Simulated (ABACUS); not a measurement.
Here is an ABACUS 3.10.1 calculation.

The input INPUT:

```
INPUT_PARAMETERS
suffix              Na
calculation         scf
basis_type          lcao
pseudo_dir          ./
orbital_dir         ./
symmetry            1
dft_functional      pbesol
ecutwfc             100
pseudo_rcut         10
nspin               1
nbands              14
ks_solver           genelpa
smearing_method     fd
smearing_sigma      0.00367493
scf_thr             1e-07
scf_nmax            100
mixing_type         broyden
mixing_beta         0.7
cal_force           1
cal_stress          1
out_mul             1
out_chg             1
out_pot             2
out_elf             1
```

Contents of STRU:

```
ATOMIC_SPECIES
Na 22.9898 Na.upf

NUMERICAL_ORBITAL
Na_confined-atom_9au_3s2p1d.orb

LATTICE_CONSTANT
1.8897261246

LATTICE_VECTORS
-2.1410000000 2.1410000000 2.1410000000
2.1410000000 -2.1410000000 2.1410000000
2.1410000000 2.1410000000 -2.1410000000

ATOMIC_POSITIONS
Cartesian

Na
0.0
1
0.0000000000 0.0000000000 0.0000000000 1 1 1
```

Contents of KPT:

```
K_POINTS
0
Gamma
8 8 8 0 0 0
```

Potentials or basis: PseudoDojo NC SR 0.4.1 PBEsol standard, DZP LCAO (the cutoffs set its grid).

Launch:

```bash
$ OMP_NUM_THREADS=1 mpirun -np 4 abacus > log
```

Question: Predict the pressure.

Answer: -0.5 GPa.

Question: What does it give for the band gap on the k mesh?

Answer: None (metal or under the smearing width).

Caveat: the atomic orbitals were generated for these runs and aren't a published set; the basis of atomic orbitals isn't converged, which shifts pressures, moduli and gaps.
